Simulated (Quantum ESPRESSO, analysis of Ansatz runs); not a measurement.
# A hop of O in In2O3 (R-3c), charge 0 (Quantum ESPRESSO)

How high is the barrier when O changes place in In2O3 (R-3c)? The case: V_O hop (2.8 Å), charge 0, in a cell of 80 host atoms with 1 O taken out.

Calculated with Quantum ESPRESSO 7.5; Quantum ESPRESSO plane-wave DFT, PBEsol, GBRV 1.5 PBEsol potentials; nudged elastic band between two relaxed defect structures.

### Step 1. The starting structure

The cell holds 79 atoms: 32 In and 47 O. Its edges and angles: a = 11.552 Å, b = 11.552 Å, c = 11.552 Å, α = 56.8°, β = 56.8°, γ = 56.8°. It derives from In2O3 (space group R-3c). Nearest the centre at fractional (0.375, 0.449, 0.801): O37 at 1.42 Å, In12 at 1.73 Å, In11 at 1.77 Å, O6 at 2.47 Å, In73 at 2.63 Å, O38 at 2.65 Å, In33 at 2.67 Å, O19 at 2.68 Å.

The cell's shortest repeat is 11.0 Å.

### Step 2. Relaxation of the start point, charge 0

The ends come first: from an unrelaxed start the top is counted from too high an energy, and the barrier comes out too low. Small random displacements break the symmetry of the ideal sites, so that the defect can distort if it gains by it.

Input file pw.in:

```
&CONTROL
  calculation = 'relax'
  prefix = 'pwscf'
  outdir = './tmp'
  pseudo_dir = './pseudo'
  tprnfor = .true.
  disk_io = 'low'
  nstep = 70
  forc_conv_thr = 0.00078
  etot_conv_thr = 0.0001
/
&SYSTEM
  ibrav = 0
  nat = 79
  ntyp = 2
  ecutwfc = 36
  ecutrho = 288
  nbnd = 353
  occupations = 'fixed'
  nosym = .true.
/
&ELECTRONS
  conv_thr = 8d-08
  electron_maxstep = 100
  mixing_beta = 0.5
/
&IONS
  ion_dynamics = 'bfgs'
/
ATOMIC_SPECIES
In   114.8180 in_pbesol_v1.4.uspp.F.UPF
O     15.9990 o_pbesol_v1.2.uspp.F.UPF
CELL_PARAMETERS angstrom
   5.4978745703    3.1741994431    9.6511633505
  -5.4978745703    3.1741994431    9.6511633505
   0.0000000000   -6.3483986861    9.6511633503
ATOMIC_POSITIONS crystal
In     0.3216695629    0.3216530078    0.3181794761
In     0.4258352123    0.4292859921    0.4290862919
In     0.1800340376    0.1798043797    0.1754872345
In     0.0705654166    0.0744689180    0.0698483624
O      0.0216919770    0.3730962419    0.2301147274
O      0.3745607087    0.2241792736    0.0253603287
O      0.2239185437    0.0234054801    0.3757316433
O      0.4752290977    0.1241846887    0.2762263175
O      0.2720031440    0.4757013317    0.1242015918
O      0.1224146026    0.2757155750    0.4775071823
In     0.3180377530    0.3224835514    0.8214627896
In     0.4279187314    0.4307489530    0.9261189692
In     0.1794587797    0.1796261802    0.6756001067
In     0.0708198142    0.0744147002    0.5695384938
O      0.0219908525    0.3776597141    0.7276561297
O      0.3734531986    0.2302307771    0.5215251796
O      0.2279985218    0.0255283473    0.8725333900
O      0.4750996396    0.1279913678    0.7732539582
O      0.2736727668    0.4791567558    0.6218799301
O      0.1269645988    0.2728340685    0.9739828662
In     0.3211174439    0.8189925292    0.3242520841
In     0.4255378859    0.9303886488    0.4300131241
In     0.1802649573    0.6777723237    0.1762680043
In     0.0697669360    0.5717022893    0.0693701595
O      0.0228965418    0.8767964221    0.2282161077
O      0.3761606336    0.7237399245    0.0237475328
O      0.2278132475    0.5246289026    0.3717274211
O      0.4761897911    0.6276183807    0.2704109604
O      0.2709445137    0.9759324091    0.1280914245
O      0.1259255122    0.7756260720    0.4748899887
In     0.3220473919    0.8222229986    0.8179250842
In     0.4316802013    0.9269080968    0.9293153586
In     0.1766043969    0.6798756620    0.6774792042
In     0.0681003010    0.5730448244    0.5712131448
O      0.0242827682    0.8759279286    0.7237118478
O      0.3739432353    0.7301068216    0.5228158518
O      0.2269148776    0.5241567870    0.8768282214
O      0.4767666168    0.6223022443    0.7757189153
O      0.2717895015    0.9756487576    0.6283050620
O      0.1245347261    0.7760880790    0.9748342786
In     0.8198716593    0.3190719857    0.3240550215
In     0.9258488446    0.4305387091    0.4304939982
In     0.6766174185    0.1806498686    0.1772446669
In     0.5723200904    0.0693199425    0.0737229664
O      0.5225941995    0.3742524127    0.2301097157
O      0.8774139159    0.2240767707    0.0229296901
O      0.7264538535    0.0230077609    0.3778494499
O      0.9745419168    0.1256010381    0.2722954280
O      0.7717080588    0.4775438545    0.1278061650
O      0.6261397423    0.2749810313    0.4739215670
In     0.8180547279    0.3220426602    0.8216734795
In     0.9269668451    0.4268764524    0.9306126162
In     0.6773556741    0.1806270969    0.6806495500
In     0.5687736563    0.0716033097    0.5740367898
O      0.8756553152    0.2238986490    0.5251274008
O      0.7251592283    0.0228384885    0.8781387378
O      0.9760514657    0.1242024365    0.7716530741
O      0.7733196910    0.4739084573    0.6271547166
O      0.6233222043    0.2741576655    0.9794791296
In     0.8195644788    0.8242866324    0.3195733229
In     0.9273332340    0.9299447408    0.4312431648
In     0.6757285945    0.6805953514    0.1802764591
In     0.5745145273    0.5699678202    0.0699636248
O      0.5214380924    0.8751947973    0.2300356767
O      0.8776650731    0.7249616747    0.0238813690
O      0.7300159504    0.5230717407    0.3738653684
O      0.9769445804    0.6261607036    0.2699708337
O      0.7760316363    0.9765133645    0.1245079390
O      0.6273652615    0.7714843085    0.4748093561
In     0.8191513284    0.8234715454    0.8195015390
In     0.9285743203    0.9286109917    0.9264429155
In     0.6763051285    0.6817198592    0.6784362186
In     0.5695249466    0.5710222874    0.5700703267
O      0.5199929510    0.8765833416    0.7267514930
O      0.8728199512    0.7300502193    0.5220189078
O      0.7261175707    0.5203146675    0.8769388826
O      0.9741145359    0.6261345098    0.7752009012
O      0.7716590084    0.9803152690    0.6241677010
O      0.6266268019    0.7703800249    0.9790492903
K_POINTS gamma
```

Started as:

```bash
$ OMP_NUM_THREADS=1 mpirun -n 4 pw.x -in pw.in > pw.out
```

What it wrote:

```text
[shortened: banners, details of potentials and solvers, and blank lines are left out]
     gamma-point specific algorithms are used
     one sub-group per band group will be used
     scalapack distributed-memory algorithm (size of sub-group:  2*  2 procs)
     bravais-lattice index     =            0
     lattice parameter (alat)  =      21.8300  a.u.
     unit-cell volume          =    6819.5630 (a.u.)^3
     number of atoms/cell      =           79
     number of atomic types    =            2
     number of electrons       =       698.00
     number of Kohn-Sham states=          353
     kinetic-energy cutoff     =      36.0000  Ry
     charge density cutoff     =     288.0000  Ry
     scf convergence threshold =      8.0E-08
     mixing beta               =       0.5000
     number of iterations used =            8  plain     mixing
     energy convergence thresh.=      1.0E-04
     force convergence thresh. =      7.8E-04
     Exchange-correlation= SLA  PW   PSX  PSC
                           (   1   4  10   8   0   0   0)
     nstep                     =           70
     crystal axes: (cart. coord. in units of alat)
               a(1) = (   0.475927   0.274777   0.835459 )
               a(2) = (  -0.475927   0.274777   0.835459 )
               a(3) = (   0.000000  -0.549553   0.835459 )
     PseudoPot. # 1 for In read from file:
     in_pbesol_v1.4.uspp.F.UPF
     Pseudo is Ultrasoft + core correction, Zval = 13.0
[...]
PseudoPot. # 2 for O  read from file:
     o_pbesol_v1.2.uspp.F.UPF
     Pseudo is Ultrasoft + core correction, Zval =  6.0
[...]
atomic species   valence    mass     pseudopotential
     In               13.00   114.81800     In( 1.00)
     O                 6.00    15.99900     O ( 1.00)
     No symmetry found
     site n.     atom                  positions (alat units)
         1        In     tau(   1) = (   0.0000079   0.0019134   0.8032954  )
         2        In     tau(   2) = (  -0.0016423  -0.0008384   1.0729025  )
         3        In     tau(   3) = (   0.0001093   0.0024356   0.4472426  )
         4        In     tau(   4) = (  -0.0018578   0.0014667   0.1795257  )
         5        O      tau(   5) = (  -0.1672427  -0.0179817   0.5220807  )
         6        O      tau(   6) = (   0.0715706   0.1505828   0.5214101  )
         7        O      tau(   7) = (   0.0954296  -0.1385256   0.5205374  )
         8        O      tau(   8) = (   0.1670715   0.0129038   0.7315613  )
[...]
number of k points=     1
                       cart. coord. in units 2pi/alat
        k(    1) = (   0.0000000   0.0000000   0.0000000), wk =   2.0000000
     Dense  grid:   281435 G-vectors     FFT dimensions: ( 120, 120, 120)
     Smooth grid:    99485 G-vectors     FFT dimensions: (  90,  90,  90)
     starting charge     649.9999, renormalised to     698.0000
     Self-consistent Calculation
     iteration #  1     ecut=    36.00 Ry     beta= 0.50
     total energy              =   -5766.98859690 Ry
     estimated scf accuracy    <      40.24468038 Ry
     iteration #  2     ecut=    36.00 Ry     beta= 0.50
     total energy              =   -5778.13668735 Ry
     estimated scf accuracy    <       4.92615902 Ry
     iteration #  3     ecut=    36.00 Ry     beta= 0.50
     total energy              =   -5778.98974492 Ry
     estimated scf accuracy    <       0.23750397 Ry
[...]
estimated scf accuracy    <       0.00001606 Ry
     iteration # 10     ecut=    36.00 Ry     beta= 0.50
     total energy              =   -5779.00804839 Ry
     estimated scf accuracy    <       0.00000126 Ry
[... 125 further cycles ...]
     iteration #  7     ecut=    36.00 Ry     beta= 0.50
     total energy              =   -5779.08117829 Ry
     estimated scf accuracy    <          2.0E-09 Ry
     iteration #  8     ecut=    36.00 Ry     beta= 0.50
     End of self-consistent calculation
          k = 0.0000 0.0000 0.0000 ( 12405 PWs)   bands (ev):
    -8.8018  -8.4111  -8.3623  -8.3252  -8.3232  -8.3013  -8.2398  -8.2207
    -8.2127  -8.2043  -8.2032  -8.1697  -8.0845  -8.0605  -8.0603  -8.0088
    -7.9321  -7.9254  -7.8928  -7.8856  -7.8698  -7.8565  -7.8282  -7.8081
    -7.8002  -7.7967  -7.7941  -7.7879  -7.7783  -7.7686  -7.7570  -7.7517
    -7.7382  -7.7352  -7.7186  -7.7149  -7.7062  -7.7015  -7.6986  -7.6948
    -7.6910  -7.6450  -7.6383  -7.6059  -7.5661  -7.5363  -7.5330  -3.6328
    -3.6257  -3.6026  -3.5819  -3.5797  -3.5689  -3.5594  -3.5553  -3.5533
    -3.5156  -3.5113  -3.4856  -3.4842  -3.4814  -3.4629  -3.4582  -3.4539
[...]
13.0879
     highest occupied, lowest unoccupied level (ev):     9.6323   11.6851
!    total energy              =   -5779.08117829 Ry
     estimated scf accuracy    <          3.3E-10 Ry
     The total energy is the sum of the following terms:
     one-electron contribution =   -1434.32050045 Ry
     hartree contribution      =    1320.40853925 Ry
     xc contribution           =   -1540.94335463 Ry
     ewald contribution        =   -4124.22586246 Ry
     convergence has been achieved in   8 iterations
     Forces acting on atoms (cartesian axes, Ry/au):
     atom    1 type  1   force =    -0.00015920    0.00029339   -0.00005991
     atom    2 type  1   force =     0.00031031    0.00080210   -0.00056908
     atom    3 type  1   force =     0.00020058   -0.00021031    0.00033967
     atom    4 type  1   force =     0.00050673    0.00020715   -0.00010122
     atom    5 type  2   force =     0.00013844    0.00009223    0.00017849
     atom    6 type  2   force =     0.00029816   -0.00001431    0.00019233
     atom    7 type  2   force =    -0.00046714    0.00000521    0.00009786
     atom    8 type  2   force =     0.00001603    0.00039879    0.00024267
[...]
Total force =     0.004876     Total SCF correction =     0.000067
     Energy error            =      5.5E-05 Ry
     Gradient error          =      9.3E-04 Ry/Bohr
     number of scf cycles    =  16
     number of bfgs steps    =  15
     energy             old  =   -5779.0811231239 Ry
     energy             new  =   -5779.0811782942 Ry
     CASE: energy            _new < energy            _old
     new trust radius        =       0.0052834850 bohr
     new conv_thr            =       0.0000000008 Ry
ATOMIC_POSITIONS (crystal)
In               0.3194626902        0.3212974225        0.3259879371
In               0.4289216741        0.4302206808        0.4284698541
In               0.1788283191        0.1790696749        0.1797590698
In               0.0689182512        0.0715404344        0.0723670658
O                0.0226822368        0.3755544263        0.2265019687
O                0.3783549221        0.2322254374        0.0124823589
O                0.2267250922        0.0235465231        0.3749407435
O                0.4748652256        0.1297654566        0.2688574988
[...]
Self-consistent Calculation
     iteration #  1     ecut=    36.00 Ry     beta= 0.50
     total energy              =   -5779.08120662 Ry
     estimated scf accuracy    <       0.00002227 Ry
     iteration #  2     ecut=    36.00 Ry     beta= 0.50
     total energy              =   -5779.08120991 Ry
     estimated scf accuracy    <       0.00000744 Ry
     iteration #  3     ecut=    36.00 Ry     beta= 0.50
     total energy              =   -5779.08121158 Ry
     estimated scf accuracy    <       0.00000115 Ry
[...]
estimated scf accuracy    <       0.00000004 Ry
     iteration #  6     ecut=    36.00 Ry     beta= 0.50
     total energy              =   -5779.08121176 Ry
     estimated scf accuracy    <          3.9E-09 Ry
     iteration #  7     ecut=    36.00 Ry     beta= 0.50
     total energy              =   -5779.08121176 Ry
     estimated scf accuracy    <          1.3E-09 Ry
     iteration #  8     ecut=    36.00 Ry     beta= 0.50
     End of self-consistent calculation
          k = 0.0000 0.0000 0.0000 ( 12405 PWs)   bands (ev):
    -8.8017  -8.4096  -8.3618  -8.3255  -8.3236  -8.3005  -8.2411  -8.2194
    -8.2131  -8.2035  -8.2031  -8.1699  -8.0848  -8.0602  -8.0596  -8.0061
    -7.9320  -7.9246  -7.8935  -7.8848  -7.8697  -7.8568  -7.8290  -7.8074
    -7.8005  -7.7966  -7.7938  -7.7873  -7.7775  -7.7685  -7.7595  -7.7515
    -7.7389  -7.7350  -7.7188  -7.7173  -7.7068  -7.7016  -7.6993  -7.6955
    -7.6923  -7.6459  -7.6397  -7.6065  -7.5667  -7.5367  -7.5335  -3.6312
    -3.6241  -3.6014  -3.5807  -3.5784  -3.5678  -3.5581  -3.5539  -3.5518
    -3.5147  -3.5101  -3.4844  -3.4836  -3.4802  -3.4618  -3.4571  -3.4530
[...]
13.0902
     highest occupied, lowest unoccupied level (ev):     9.6330   11.6873
!    total energy              =   -5779.08121176 Ry
     estimated scf accuracy    <          2.1E-10 Ry
     The total energy is the sum of the following terms:
     one-electron contribution =   -1434.34259304 Ry
     hartree contribution      =    1320.41940609 Ry
     xc contribution           =   -1540.94384561 Ry
     ewald contribution        =   -4124.21417919 Ry
     convergence has been achieved in   8 iterations
     Forces acting on atoms (cartesian axes, Ry/au):
     atom    1 type  1   force =    -0.00008331    0.00008805   -0.00026600
     atom    2 type  1   force =     0.00030144    0.00044627   -0.00032343
     atom    3 type  1   force =     0.00012991   -0.00036165    0.00049392
     atom    4 type  1   force =     0.00044701    0.00047958    0.00010983
     atom    5 type  2   force =     0.00034046    0.00020908    0.00017153
     atom    6 type  2   force =     0.00008569   -0.00004088    0.00008320
     atom    7 type  2   force =    -0.00069547    0.00006216   -0.00001115
     atom    8 type  2   force =     0.00009856    0.00028916    0.00020768
[...]
Total force =     0.003797     Total SCF correction =     0.000047
     Energy error            =      3.3E-05 Ry
     Gradient error          =      7.0E-04 Ry/Bohr
     bfgs converged in  17 scf cycles and  16 bfgs steps
     (criteria: energy <  1.0E-04 Ry, force <  7.8E-04 Ry/Bohr)
     End of BFGS Geometry Optimization
     Final energy             =   -5779.0812117607 Ry
Begin final coordinates
ATOMIC_POSITIONS (crystal)
In               0.3194626902        0.3212974225        0.3259879371
In               0.4289216741        0.4302206808        0.4284698541
In               0.1788283191        0.1790696749        0.1797590698
In               0.0689182512        0.0715404344        0.0723670658
O                0.0226822368        0.3755544263        0.2265019687
O                0.3783549221        0.2322254374        0.0124823589
O                0.2267250922        0.0235465231        0.3749407435
O                0.4748652256        0.1297654566        0.2688574988
[...]
End final coordinates
   JOB DONE.
```

It took 22 min on 4 MPI ranks of Arm Neoverse V1, shared host; peak memory 1.9 GiB; 89 min of CPU time.

The steps of the relaxation:

```tsv
step	energy less that of the first step (eV)
0	0.0000
1	-0.4650
2	-0.6991
3	-0.8138
4	-0.8722
5	-0.9244
6	-0.9453
7	-0.9593
8	-0.9691
9	-0.9774
10	-0.9837
11	-0.9883
12	-0.9913
13	-0.9931
14	-0.9942
15	-0.9950
16	-0.9954
```

The atoms that moved most (Å):

```tsv
atom	dx	dy	dz	length
In53	0.144	0.020	-0.108	0.182
In73	-0.055	0.118	0.113	0.173
In12	-0.046	-0.111	0.106	0.160
O6	-0.023	0.119	-0.010	0.122
In11	-0.031	-0.086	-0.079	0.121
O59	-0.009	0.065	-0.085	0.107
O20	-0.062	-0.083	0.001	0.104
O37	0.086	0.051	-0.013	0.101
```

Neighbours of O37 at the end:

```tsv
atom	distance (Å)
In33	2.140
In24	2.192
In12	2.213
In11	2.242
O6	2.716
O19	2.867
O9	2.971
O38	2.999
```

Numbers from this step:

```
highest filled level                                                                              : 9.633 eV
lowest empty level                                                                                : 11.69 eV
r.m.s. move of the farther half of the atoms                                                      : 0.02301 Å
largest move from the ideal geometry of this structure, a common shift of the far atoms taken out : 0.1617 Å
```

The relaxation gained 0.995 eV and ended with a largest force component of 0.018 eV/Å.

[end of part 1 of 3]

[Logs are printed without paths, hosts, clocks, repeated set-up lines and the standing remarks that a program may print on its own settings, such as how far it seeks lower states.]

[Hosts, paths, dates, database ids (printed as entryN), source tags and the programs' standing remarks are cut or masked in the printed files.]
